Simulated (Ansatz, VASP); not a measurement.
# SiC: VASP beside Ansatz, part 2 of 2

Aim: how closely do two programs agree when they are given the same cell, functional and k mesh? The cell is a member of a volume series, scaled by 0.92 from a relaxed one, so a pressure remains.

VASP 6.6.1 and Ansatz 0.2.0.

So far: The starting structure; VASP: zone-centre phonons, LDA, volume scaled by 0.92.

**3. Ansatz: zone-centre phonons, LDA, volume scaled by 0.92**

Level of this step: Ansatz beside VASP: Kohn-Sham DFT, plane waves, LDA (Ansatz).

Ansatz runs on its default PAW (the set named soft_2) files.

The same cell, functional (in two slightly different forms) and mesh now go to Ansatz, which takes its cutoff from its data sets.

input.yaml

```yaml
crystal:
  lattice:
    - [0.0, 2.1062222402, 2.1062222402]
    - [2.1062222402, 0.0, 2.1062222402]
    - [2.1062222402, 2.1062222402, 0.0]
  atoms:
    - { symbol: Si, position: [0.0, 0.0, 0.0] }
    - { symbol: C, position: [0.75, 0.75, 0.75] }
hamiltonian:
  xc: lda
  pseudopotentials: { kind: paw }
kpoints:
  mp_grid: { grid: [16, 16, 16] }
scf:
  occupations: { method: fixed }
phonons:
  method: dfpt
  qpoints: [[0, 0, 0]]
  dielectric: true
  rigid_motions: translations
```

On the command line:

```bash
$ ansatz run input.yaml --threads 4 --pin off --max-ram 9216MiB --backend cpu --events-out ev --progress --plain --runs-dir out
```

Numbers of over 12 decimals in the logs are rounded to 6 here.

Log:

```text
Engine: ansatz 0.2.0, x86_64-unknown-linux-gnu
Pseudopotentials: kind: paw
Pseudopotential: Si, paw, valence charge 4, recommended cutoff 420 eV (normal), Si.paw.azcp
Pseudopotential: C, paw, valence charge 4, recommended cutoff 420 eV (normal), C.paw.azcp
Functional definition: SPW92
  exchange = slater_x
  correlation = pw_c
Crystal: 2 atoms, lattice volume = 18.687 Å³
Basis set: ecut = 420 eV, 339 PW (Γ), exchange–correlation on 40×40×40 points (8 copies of the dense FFT grid, shifted against one another)
Bands: 8, of which v1, the nominal top of the filled ones, is band 4 counted from 1 (3 counted from 0)
Symmetry: 24 space group operations
k-points: 621 of 4096 (irreducible under 4 space group operations, time reversal used)
Non-local potential: Si, projectors of the file, l = 0: 2, l = 1: 2, l = 2: 2
Non-local potential: C, projectors of the file, l = 0: 2, l = 1: 2, l = 2: 1
PAW form: soft (Blöchl's): semilocal exchange-correlation on the pseudo side does not see the compensation charge
PAW frozen core: Si, regenerated for the run's functional, and the local potential with it (the file was generated under x = pbe(κ = 0.804, μ = 0.219515), c = pbe(β = 0.066725))
PAW frozen core: C, regenerated for the run's functional, and the local potential with it (the file was generated under x = pbe(κ = 0.804, μ = 0.219515), c = pbe(β = 0.066725))
PAW one-centre angular grid: Si, 110 points (default); XC on 64 Gauss nodes
PAW one-centre angular grid: C, 110 points (default); XC on 64 Gauss nodes
Initial density: superposition of atomic densities (neutral atoms: chi_scale 0, normalization atom), corrected by the library's trained network
Initial wavefunctions: pseudopotential atomic-orbital guess
Functional: x = slater, c = lda
SCF iter   1: F=—  HF=-852.100851 eV  |F-HF|=—  |Δ(HF+E_count)|=         —  Δρ=7.25e-3  dr2=8.03e-3  ethr=1.77e-3  ⟨swp⟩=4.5  Hψ=35044  notcnv=0  defer=1117
preconditioner: auto → none  [insulator: Δε(μ)=1.172 eV  Ē_g=14.845 eV  n_scr=0 (ndim 8)  ℏωp=24.3 eV  f_vac=0.000  ε∞_Penn≈3.7]
SCF iter   2: F=—  HF=-852.098583 eV  |F-HF|=—  |Δ(HF+E_count)|=   2.27e-3  Δρ=3.29e-3  dr2=7.98e-4  ethr=1.00e-4  ⟨swp⟩=2.2  Hψ=11457  notcnv=0  defer=1224
SCF iter   3: F=—  HF=-852.098373 eV  |F-HF|=—  |Δ(HF+E_count)|=   2.09e-4  Δρ=1.34e-3  dr2=1.34e-4  ethr=9.97e-6  ⟨swp⟩=2.8  Hψ=8344  notcnv=0  defer=1210
SCF iter   4: F=—  HF=-852.098339 eV  |F-HF|=—  |Δ(HF+E_count)|=   3.47e-5  Δρ=6.11e-5  dr2=4.96e-7  ethr=1.68e-6  ⟨swp⟩=1.0  Hψ=4968  notcnv=0  defer=15
SCF iter   5: F=—  HF=-852.098338 eV  |F-HF|=—  |Δ(HF+E_count)|=   4.19e-7  Δρ=1.04e-5  dr2=1.23e-8  ethr=6.20e-9  ⟨swp⟩=2.5  Hψ=7602  notcnv=0
SCF iter   6: F=—  HF=-852.098338 eV  |F-HF|=—  |Δ(HF+E_count)|=   3.64e-9  Δρ=2.10e-6  dr2=3.72e-10  ethr=1.54e-10  ⟨swp⟩=1.7  Hψ=6004  notcnv=0
SCF iter   7: F=-852.098338 eV  HF=-852.098338 eV  |F-HF|=0.00e0  |Δ(HF+E_count)|=  3.17e-11  Δρ=6.00e-8  dr2=2.28e-13  ethr=1.25e-12  ⟨swp⟩=6.6  Hψ=26862  notcnv=0
SCF 1 converged in 7 iterations: F = -852.098338 eV  dr2 = 2.28e-13
  greatest PAW one-centre occupation: 0.651 electrons in one spin orbital (limit 2), on the C atom at site 1 (counted from 0), in its partial waves of l = 0
DFPT response loops at Γ: preconditioner auto → none (the input reference at scf.mixing.eps_inf says where Resta's filter doesn't serve); β = 0.50; Broyden in place of MSR1
SCF converged after 7 iterations
Free energy (F): -852.098338 eV
Harris-Foulkes:  -852.098338 eV  (|F-HF|=0.00e0)
Internal energy: -852.098338 eV  (E = F + TS)
E sigma→0 (E₀):  -852.098338 eV
Fermi energy:    10.571085 eV
--- Per-component energies (eV) ---
  E_band       = 35.504221
  E_kinetic    = 141.483445
  E_local      = -100.188393  (includes V_loc(G=0)·N_el)
  E_nonlocal   = 55.449029
  E_hartree    = 30.817068
  E_xc         = -106.636325
  E_vxc        = -111.812200  (∫ρ·V_xc dr)
  E_paw        = -578.546229  (= ΣΔE_a)
  E_vpaw       = -11.061810  (= ΣTr[D̂ρ^β])
  E_aug_tail   = 0.000016  (compensation charges beyond the density's cutoff)
  E_ewald      = -294.624112
  E_core_change = 0.147163  (= ΣΔE_core)
  E_smearing   = -0.000000  (= −TS)
  E_closure    = -0.000000  (closes the sum)
  Σ components = -852.098338   (vs F -852.098338, Δ=0.00e0)
--- Band table (eV; the first three rows and the last of 621) ---
  k-point 0: bands = ["-5.5679", "10.5711", "10.5711", "10.5711", "18.0468", "18.5046", "18.5046", "18.5046"]
  k-point 1: bands = ["-5.4849", "10.1465", "10.5154", "10.5154", "18.1069", "18.6137", "18.6137", "18.6627"]
  k-point 2: bands = ["-5.2369", "9.0660", "10.3653", "10.3653", "17.9570", "18.8717", "18.8717", "19.3105"]
  k-point 620: bands = ["0.3337", "3.3914", "5.0762", "5.4623", "15.8597", "20.6770", "20.7752", "21.0425"]
--- Phonons (Γ-DFPT): 2 representative perturbations + reference, on 621 of 4096 k-points (Σ response iterations 6) ---
  k mesh reduced under 4 symmetry operations, with k and −k counted as one. Each operation leaves every solved perturbation unchanged. A smaller set is not considered because the run solves the response to a homogeneous field
  ASR residual: 2.630e-5 → 0.000e0 eV/Å²; symmetrization residual: 1.921e-7 eV/Å²
  ASR residual per site (eV/Å²): 2.25e-5 2.63e-5
  Γ frequencies (cm⁻¹): 0.00 0.00 0.00 875.15 875.15 875.15
  ε∞ (high-frequency dielectric tensor):
        6.746428     0.000000     0.000000
       -0.000000     6.746428     0.000000
        0.000000    -0.000000     6.746428
  ε⁰ (static dielectric tensor: ions relaxed, cell fixed):
        9.921827     0.000000     0.000000
       -0.000000     9.921827     0.000000
        0.000000    -0.000000     9.921827
  ε⁰ − ε∞ (ionic part):
        3.175399    -0.000000    -0.000000
       -0.000000     3.175399     0.000000
       -0.000000     0.000000     3.175399
  softest optical mode at Γ: 875.15 cm⁻¹; the repairs (sum rule, projections) moved no ω² at Γ by more than (0.79 cm⁻¹)²
  Born effective charges Z* (e; rows j = field, columns β = displacement):
    site 0:
         2.78753   -0.00000    0.00000
         0.00000    2.78753   -0.00000
        -0.00000    0.00000    2.78753
    site 1:
        -2.78753    0.00000   -0.00000
        -0.00000   -2.78753    0.00000
         0.00000   -0.00000   -2.78753
  Z* charge neutrality: 1.347e-6 e pre-enforcement
  k-mesh period / interband length: 47.7 Å / 2.17 Å = 22.01 at k = (0.0000, -0.5000, -0.5000), direct gap 4.615 eV — 14 or more, which is no proof of convergence
  optical modes at Γ without the LO–TO term, one row a degenerate level:
      ω (cm⁻¹)  modes    IR ((D/Å)²/amu)
        875.15      3            63.9250
  optical modes at Γ + LO–TO along q̂ = [1.0000, 0.0000, 0.0000]:
      ω (cm⁻¹)  modes    IR ((D/Å)²/amu)
        875.15      2            42.6167
       1061.31      1            21.3083
  optical modes at Γ + LO–TO along q̂ = [0.0000, 1.0000, 0.0000]:
      ω (cm⁻¹)  modes    IR ((D/Å)²/amu)
        875.15      2            42.6167
       1061.31      1            21.3083
  optical modes at Γ + LO–TO along q̂ = [0.0000, 0.0000, 1.0000]:
      ω (cm⁻¹)  modes    IR ((D/Å)²/amu)
        875.15      2            42.6167
       1061.31      1            21.3083
--- Phonons (arbitrary-q DFPT): 1 explicit q-point ---
  q = [0, 0, 0] (of the zone-centre solve; hermiticity 1.62e-8, symmetrization 9.00e-16): 0.00 0.00 0.00 875.15 875.15 875.15
  sum rule: each row above includes the acoustic sum rule's correction from the zone centre's row sums; it moved no ω² by more than (0.77 cm⁻¹)²
```

Elapsed: 10 s, on 4 threads of AMD EPYC 7B13 (Zen 3), shared host; peak memory 0.64 GiB.

In the SCF lines HF is the Harris–Foulkes energy and dr2 the Hartree energy of the density residual, in eV; the loop may stop once dr2 is under the threshold and the program's other checks hold. Hψ counts applications of the Hamiltonian.

**4. Side by side**

Known differences besides the potentials themselves: the two LDA forms differ slightly; the cutoff is 420 eV in Ansatz and 560 eV in VASP; VASP's log shows a relativistic correction to its local exchange, Ansatz's none. Total energies have different zeros and are not compared.

Both answers:

```tsv
quantity	Ansatz	VASP	difference
ε∞ xx	6.75	6.76	-0.17 %
ε∞ yy	6.75	6.76	-0.17 %
ε∞ zz	6.75	6.76	-0.17 %
Born charge of Si1 (mean of the diagonal) (e)	2.79	2.77	+0.02
Born charge of C2 (mean of the diagonal) (e)	-2.79	-2.77	-0.02
optical mode 1 to 3 (cm⁻¹)	875.1	874.8	+0.04 %
```

Modes are paired by rising frequency and degeneracy, not by their patterns, so a pair may still set unlike modes beside each other.

**5. Ansatz: zone-centre phonons, LDA, volume scaled by 0.9**

Second derivatives magnify differences that forces hide, and they need a tight electronic threshold. The cell compared in this pair holds 18.28 Å³, against 18.69 Å³ for the pair before.

The cell is a member of a volume series, scaled by 0.9 from a relaxed one, so a pressure remains.

input.yaml, the sections that differ from step 3:

```yaml
crystal:
  lattice:
    - [0.0, 2.0908478072, 2.0908478072]
    - [2.0908478072, 0.0, 2.0908478072]
    - [2.0908478072, 2.0908478072, 0.0]
  atoms:
    - { symbol: Si, position: [0.0, 0.0, 0.0] }
    - { symbol: C, position: [0.75, 0.75, 0.75] }
# hamiltonian, kpoints, scf, phonons: as in step 3
```

Log:

```text
[...]
Crystal: 2 atoms, lattice volume = 18.281 Å³
Basis set: ecut = 420 eV, 339 PW (Γ), exchange–correlation on 40×40×40 points (8 copies of the dense FFT grid, shifted against one another)
Bands: 8, of which v1, the nominal top of the filled ones, is band 4 counted from 1 (3 counted from 0)
Symmetry: 24 space group operations
k-points: 621 of 4096 (irreducible under 4 space group operations, time reversal used)
[...]
ω (cm⁻¹)  modes    IR ((D/Å)²/amu)
[...]
optical modes at Γ + LO–TO along q̂ = [0.0000, 1.0000, 0.0000]:
      ω (cm⁻¹)  modes    IR ((D/Å)²/amu)
        897.06      2            43.0567
       1085.88      1            21.5283
  optical modes at Γ + LO–TO along q̂ = [0.0000, 0.0000, 1.0000]:
      ω (cm⁻¹)  modes    IR ((D/Å)²/amu)
        897.06      2            43.0567
       1085.88      1            21.5283
--- Phonons (arbitrary-q DFPT): 1 explicit q-point ---
[...]
[key lines of the parts left out:]
SCF converged after 7 iterations
Free energy (F): -852.033740 eV
Fermi energy:    10.869683 eV
```

Wall time 10 s (4 threads); peak memory 0.65 GiB.

**6. VASP: zone-centre phonons, LDA, volume scaled by 0.9**

The same cell, functional (in two slightly different forms) and mesh now go to VASP, with its own data sets and cutoff.

INCAR

```
SYSTEM = SiC
PREC = Accurate
ENCUT = 560
EDIFF = 1E-08
NELM = 100
ISMEAR = 0
SIGMA = 0.03
LREAL = .FALSE.
ALGO = Normal
GGA = CA
NBANDS = 10
LORBIT = 11
LWAVE = .FALSE.
LCHARG = .FALSE.
KPAR = 4
IBRION = 8
LEPSILON = .TRUE.
LPEAD = .TRUE.
ISIF = 2
```

POSCAR

```
SiC
1.0
    0.0000000000      2.0908478072      2.0908478072
    2.0908478072      0.0000000000      2.0908478072
    2.0908478072      2.0908478072      0.0000000000
Si C
1 1
Direct
    0.0000000000      0.0000000000      0.0000000000
    0.7500000000      0.7500000000      0.7500000000
```

KPOINTS

```
Automatic mesh
0
Gamma
16 16 16
0 0 0
```

PAW data sets: Si and C (LDA family, release 64).

On the command line:

```bash
$ mpirun -np 4 vasp_std
```

Log:

```text
[... set-up lines as in an earlier step ...]
 entering main loop
       N       E                     dE             d eps       ncg     rms          rms(c)
DAV:   1     0.197275704785E+01    0.19728E+01   -0.44105E+03  3092   0.733E+02
DAV:   2    -0.183488922699E+02   -0.20322E+02   -0.19439E+02  3750   0.117E+02
DAV:   3    -0.189114814492E+02   -0.56259E+00   -0.56154E+00  3402   0.168E+01
DAV:   4    -0.189137458455E+02   -0.22644E-02   -0.22642E-02  3310   0.135E+00
[...]
DAV:  11    -0.164700487793E+02   -0.45606E-06   -0.14498E-06  3570   0.958E-03    0.163E-02
DAV:  12    -0.164700485705E+02    0.20879E-06   -0.63462E-07  3008   0.418E-03    0.112E-03
DAV:  13    -0.164700485724E+02   -0.18349E-08   -0.33745E-08  3196   0.127E-03
   1 F= -.16470049E+02 E0= -.16470049E+02  d E =-.443795E-16
 Linear response reoptimize wavefunctions to high precision
DAV:   1    -0.164700485745E+02   -0.21071E-08   -0.22507E-10  1784   0.125E-04
DAV:   2    -0.164700485745E+02    0.21600E-10   -0.11464E-11  1510   0.314E-05
 Linear response to external field (no local field effect), progress :
[...]
RMM:  10    -0.147451396179E-01    0.69365E-08   -0.89675E-08 20060   0.444E-06    0.106E-06
 first order change of Fermi-energy   0.29296E-04
 force on displaced ion       1 direction 1 : -24.877   0.000   0.000
 Born effective charge ion    1 direction 1 :   2.784   0.000   0.000
 Linear response progress:
  Degree of freedom:   2/  2
       N       E                     dE             d eps       ncg     rms          rms(c)
RMM:   1    -0.130838203721E+00   -0.13084E+00    0.49316E-02 27425   0.210E+00
RMM:   2    -0.127487589522E+00    0.33506E-02   -0.25468E-03 18969   0.412E-01    0.242E-01
RMM:   3    -0.127255257750E+00    0.23233E-03   -0.10377E-03 18437   0.204E-01    0.118E-01
RMM:   4    -0.128458180291E+00   -0.12029E-02   -0.79710E-04 18670   0.172E-01    0.197E-02
[...]
RMM:   9    -0.128456591921E+00    0.56459E-07   -0.40383E-08 21565   0.286E-05    0.338E-06
RMM:  10    -0.128456618759E+00   -0.26838E-07   -0.91337E-08 20969   0.875E-06    0.201E-06
RMM:  11    -0.128456614724E+00    0.40346E-08   -0.27045E-08 16243   0.616E-06    0.144E-07
 first order change of Fermi-energy   0.64004E-04
 force on displaced ion       2 direction 1 : -24.871  -0.000  -0.000
 Born effective charge ion    2 direction 1 :  -2.785   0.000   0.000
 Born effective charges drift removed
 Linear response finished
```

OUTCAR, selected parts (step 6):

```text
  Total        3.3601313      3.3601313      3.3601313      0.0000000     -0.0000000      0.0000000
  in kB      294.4893298    294.4893298    294.4893298      0.0000000     -0.0000000      0.0000000
  external PRESSURE =     294.4893298 kB  Pullay stress =       0.0000000 kB

 POSITION                                       TOTAL-FORCE (eV/Angst)
 -----------------------------------------------------------------------------------
      0.00000      0.00000      0.00000         0.000000      0.000000     -0.000000
      3.13627      3.13627      3.13627        -0.000000     -0.000000      0.000000
 -----------------------------------------------------------------------------------
    total drift:                               -0.000000     -0.000000     -0.000000

 MACROSCOPIC STATIC DIELECTRIC TENSOR (including local field effects in DFT)
 ------------------------------------------------------
           6.720510    -0.000000     0.000000
          -0.000000     6.720510     0.000000
           0.000000    -0.000000     6.720510
 ------------------------------------------------------

 MACROSCOPIC STATIC DIELECTRIC TENSOR IONIC CONTRIBUTION
 ------------------------------------------------------
           3.085792     0.000000    -0.000000
           0.000000     3.085792    -0.000000
          -0.000000    -0.000000     3.085792
 ------------------------------------------------------

[... 1 part as in an earlier step ...]

[... 1 further part left out ...]
```

**7. Side by side**

Compared:

```tsv
quantity	Ansatz	VASP	difference
ε∞ xx	6.71	6.72	-0.18 %
ε∞ yy	6.71	6.72	-0.18 %
ε∞ zz	6.71	6.72	-0.18 %
Born charge of Si1 (mean of the diagonal) (e)	2.80	2.78	+0.02
Born charge of C2 (mean of the diagonal) (e)	-2.80	-2.78	-0.02
optical mode 1 to 3 (cm⁻¹)	897.1	896.6	+0.05 %
```

Modes are paired by rising frequency and degeneracy, not by their patterns, so a pair may still set unlike modes beside each other.

**8. Summary of results**

| Property | Result |
| --- | --- |
| r.m.s. difference of the optical zone-centre modes, each program's sorted by frequency (zone-centre phonons, LDA, volume scaled by 0.92) | 0.33 cm⁻¹ |
| r.m.s. difference of the optical zone-centre modes, each program's sorted by frequency (zone-centre phonons, LDA, volume scaled by 0.9) | 0.42 cm⁻¹ |

The r.m.s. difference of the optical zone-centre modes, each program's sorted by frequency is 0.33 cm⁻¹ (zone-centre phonons, LDA, volume scaled by 0.92). How closely two codes agree says nothing of how well the functional describes the real material.

[Lines on the potential files, build, host, timing and source positions are cut from VASP's logs without a mark.]

[Logs are printed without paths, hosts, clocks, repeated set-up lines and the standing remarks that a program may print on its own settings, such as how far it seeks lower states.]

[Hosts, paths, dates, database ids (printed as entryN), source tags and the programs' standing remarks are cut or masked in the printed files.]
